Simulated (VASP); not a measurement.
C:

```
C
1.0
     2.52210    0.00000    0.00000
    -1.26105    2.18420    0.00000
     0.00000    0.00000    8.23710
C
8
Cartesian
  1.2611 0.7281 6.9501
  0.0000 1.4561 2.8315
  1.2611 0.7281 5.4056
  0.0000 1.4561 1.2870
  0.0000 0.0000 7.4649
  0.0000 0.0000 3.3463
  0.0000 0.0000 4.8908
  0.0000 0.0000 0.7722
```

This is a hexagonal form of diamond, not graphite.

- Program: VASP 6.6.1
- Task: relaxation of cell and atoms
- Functional: revPBE
- Dispersion: D3(BJ)
- Potentials or basis: VASP PAW PBE potentials, release 64 (C)
- Cutoff: 600 eV
- k mesh: 12 × 12 × 4
- Occupations: fermi-dirac, width 0.05 eV
- Spin: no spin polarisation

At the start: pressure -4.3 GPa; volume 5.67 Å³/atom.

**Question.** Where does the relaxation end?

**Answer.** Over 8 steps the energy falls by 3.1 meV/atom and the volume is 5.61 Å³/atom (-1.0 %); space group P6_3/mmc (No. 194, to 0.05 Å).

Step by step:
| step | energy change (eV) | largest force (eV/Å) | pressure (GPa) | volume (Å³) |
| --- | --- | --- | --- | --- |
| 1 | 0.0000 | 0.3247 | -4.30 | 45.38 |
| 2 | 0.0186 | 0.5115 | 5.76 | 44.38 |
| 3 | -0.0249 | 0.0593 | -0.27 | 44.95 |
| 4 | -0.0248 | 0.0714 | 0.32 | 44.88 |
| 5 | -0.0251 | 0.0086 | 0.02 | 44.92 |
| 6 | -0.0251 | 0.0091 | 0.01 | 44.92 |
| 7 | -0.0251 | 0.0156 | 0.00 | 44.92 |
| 8 | -0.0251 | 0.0007 | 0.00 | 44.92 |

Final structure:
```
C
1.0
     2.50544    0.00000    0.00000
    -1.25272    2.16978    0.00000
     0.00000    0.00000    8.26253
C
8
Direct
  0.66667 0.33333 0.84442
  0.33333 0.66667 0.34442
  0.66667 0.33333 0.65558
  0.33333 0.66667 0.15558
  0.00000 0.00000 0.90702
  0.00000 0.00000 0.40702
  0.00000 0.00000 0.59298
  0.00000 0.00000 0.09298
```

Caveat: the PAW data sets were made with another functional, which shifts forces and pressure a little.
